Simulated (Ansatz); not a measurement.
# ZrS2 (P-3m1) in Ansatz: equation of state

Aim: energy against volume of ZrS2 in PBEsol, for its equilibrium volume and stiffness.

Program: Ansatz 0.2.0. These are calculated values, not measurements. Logs are shortened: lines on timing, memory, paths and dates and some standing lists are left out, and cuts for length are marked.

**1. Starting point**

The structure is trigonal, space group P-3m1 (No. 164). Conventional cell: a = 3.691 Å, b = 3.691 Å, c = 6.041 Å, α = 90.00°, β = 90.00°, γ = 120.00°. Zr (site symmetry -3m) has 6 S at 2.57 Å as nearest neighbours. S (site symmetry 3m) has 3 Zr at 2.57 Å as nearest neighbours.

The cell is a database's computed one.

**2. Equation of state, PBEsol**

Potentials or basis: all-electron LAPW, scalar-relativistic.

This step only gathers the single runs of the series.

What came out:

* Equilibrium volume: 23.10 Å³/atom
* Bulk modulus at fixed shape and positions: 94 GPa
* Pressure derivative of the bulk modulus: 4.1

Energy against volume, from the lowest point:
```csv
volume (Å³/atom),energy (meV/atom)
22.337,7.42
22.813,0.65
23.288,0.00
23.763,4.86
24.238,14.67
24.714,28.97
25.189,47.29
```

Caveat: the cell was scaled at fixed shape and fractional positions, which overstates the stiffness of a crystal with free parameters, most of all of layers and chains; this functional lacks dispersion, which binds the layers, so the pressure and a relaxed spacing across them are unreliable.
